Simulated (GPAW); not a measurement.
Crystal: C.

```
CELL_PARAMETERS angstrom
2.52210 0.00000 0.00000
-1.26105 2.18420 0.00000
0.00000 0.00000 8.23710
ATOMIC_POSITIONS crystal
C 0.66667 0.33333 0.84375
C 0.33333 0.66667 0.34375
C 0.66667 0.33333 0.65625
C 0.33333 0.66667 0.15625
C 0.00000 0.00000 0.90625
C 0.00000 0.00000 0.40625
C 0.00000 0.00000 0.59375
C 0.00000 0.00000 0.09375
```

This is a hexagonal form of diamond, not graphite.

| Item | Value |
| --- | --- |
| Program | GPAW 26.7.0 |
| Task | relaxation of cell and atoms |
| Functional | PBEsol |
| Dispersion | D4 |
| Potentials or basis | PAW data sets generated in the run's folder for this functional |
| Cutoff | 800 eV |
| Basis | pw |
| k mesh | 7 × 7 × 2 |
| Occupations | fermi-dirac, width 0.05 eV |
| Spin | no spin polarisation |

At the start: pressure -7.7 GPa; volume 5.67 Å³/atom.

**Question.** Where does the relaxation end?

**Answer.** Over 10 steps the energy falls by 4.3 meV/atom and the volume is 5.57 Å³/atom (-1.7 %); space group P6_3/mmc (No. 194, to 0.05 Å).

Step by step:
| step | energy change (eV) | largest force (eV/Å) | pressure (GPa) | volume (Å³) |
| --- | --- | --- | --- | --- |
| 1 | 0.0000 | 0.3304 | -7.67 | 45.38 |
| 2 | -0.0124 | 0.0910 | -7.08 | 45.31 |
| 3 | -0.0194 | 0.1010 | -5.82 | 45.18 |
| 4 | -0.0255 | 0.1866 | -4.10 | 45.01 |
| 5 | -0.0323 | 0.1858 | -1.06 | 44.70 |
| 6 | -0.0341 | 0.0776 | 0.23 | 44.57 |
| 7 | -0.0345 | 0.0086 | 0.26 | 44.57 |
| 8 | -0.0346 | 0.0005 | 0.15 | 44.58 |
| 9 | -0.0346 | 0.0015 | 0.11 | 44.58 |
| 10 | -0.0347 | 0.0024 | 0.01 | 44.59 |

Final structure:
```
C
1.0
     2.49936    0.00000    0.00000
    -1.24968    2.16451    0.00000
     0.00000    0.00000    8.24218
C
8
Direct
  0.66667 0.33333 0.84445
  0.33333 0.66667 0.34445
  0.66667 0.33333 0.65555
  0.33333 0.66667 0.15555
  0.00000 0.00000 0.90704
  0.00000 0.00000 0.40704
  0.00000 0.00000 0.59296
  0.00000 0.00000 0.09296
```

Caveat: the k mesh is coarse; later steps reuse the first step's grids.
